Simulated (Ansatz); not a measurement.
# Ba2H: competing structures

Computed with DFT PBE, scalar-relativistic, plane waves, PAW in Ansatz 0.2.0. All cells share a 420 eV cutoff and Γ-centred k meshes spaced at most 0.3 Å⁻¹ (0.19 for metals, 2π included).

Temperature and zero-point effects are left out. Only the structures computed here compete, so a lower one can exist. The k mesh leaves about 4 meV/atom of noise in metals. No run is spin-polarised.

```json
{"#": "1", "started from": "anti-quartz type, changed", "space group": "P3_221 (No. 154)", "atoms": "9", "V (Å³/atom)": "42.5", "ΔE (meV/atom)": "0", "gap on mesh (eV)": "0.00"}
{"#": "2", "started from": "MoSi2 (C11b) type, changed", "space group": "I4/mmm (No. 139)", "atoms": "3", "V (Å³/atom)": "35.0", "ΔE (meV/atom)": "286", "gap on mesh (eV)": "0.00"}
```

The lowest structure: Space group P3_221 (No. 154), trigonal, a = 7.142 Å, c = 8.666 Å. Ba has 2 H at 2.65 Å; H has 4 Ba at 2.65 Å. Its energy against the elements is -0.20 eV/atom. Formation energies are uncorrected and refer to the lowest elemental structures computed at the same level (H₂ as a molecule).

Space group P3_221 (No. 154). a = 7.142 Å, b = 7.142 Å, c = 8.666 Å, α = 90.00°, β = 90.00°, γ = 120.00°
```json
{"atom": "Ba", "site": "6c", "symmetry": "1", "x": "0.3072", "y": "0.3593", "z": "0.2379"}
{"atom": "H", "site": "3a", "symmetry": ".2.", "x": "0.4375", "y": "0.0000", "z": "0.6667"}
```

The second: Space group I4/mmm (No. 139), tetragonal, a = 3.810 Å, c = 14.462 Å. Around Ba lie 4 H at 3.25 Å and 5 Ba at 3.65–3.81 Å; around H lie 8 Ba at 3.25 Å and 4 H at 3.81 Å.

**Question.** At what pressure would number 2, the only denser structure, take over if both were incompressible?

**Answer.** ΔE/ΔV is 286 meV/atom over 42.53 − 34.99 Å³/atom, about 6.1 GPa. This crude estimate ignores compression.